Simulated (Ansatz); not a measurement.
Al5P2 and its competing phases

The calculation used DFT PBE, scalar-relativistic, plane waves, PAW (Ansatz). All cells share a 420 eV cutoff and Γ-centred k meshes spaced about 0.3 Å⁻¹ or finer (0.25 for metals, 2π included). No spin polarisation.

The zero of energy is the elements' standard structures at the same level; no fitted shifts are applied. The references include black phosphorus.

These are static total energies at zero pressure. In Al5P2 P-4m2 an odd number of electrons in the primitive cell allows no gap without spin; a larger cell or a magnetic state could open one. The reference form of P is held partly by dispersion forces, which this level lacks.

The competitors are the elements and 1 reference phase of this chemical system (from databases or known types: AlP), relaxed at the same level; other known phases may be missing.

The candidate was reached from: a cell proposed by chemical analogy.

Space group P-4m2 (No. 115). a = 3.810 Å, b = 3.810 Å, c = 9.968 Å, α = 90.00°, β = 90.00°, γ = 90.00°
| atom | site | symmetry | x | y | z |
| --- | --- | --- | --- | --- | --- |
| Al | 1a | -4m2 | 0.0000 | 0.0000 | 0.0000 |
| Al | 2f | 2mm. | 0.5000 | 0.5000 | 0.7138 |
| Al | 2g | 2mm. | 0.5000 | 0.0000 | 0.5165 |
| P | 2g | 2mm. | 0.5000 | 0.0000 | 0.1421 |

Q: Is it stable, and against what?

A: Not stable. Its formation energy is -0.158 eV/atom. The lowest competing mixture at this composition is this:

| phase | space group | source | share of atoms | ΔE_f (eV/atom) |
| --- | --- | --- | --- | --- |
| Al | - | element | 0.4286 | 0.000 |
| AlP | F-43m (No. 216) | Materials Project | 0.5714 | -0.633 |

The mixture lies at -0.362 eV/atom, and the candidate lies 0.20 eV/atom above it. The candidate matches no cell in the subsets of the Crystallography Open Database and the Materials Project at hand. A phase this far over the hull is unlikely to be made.
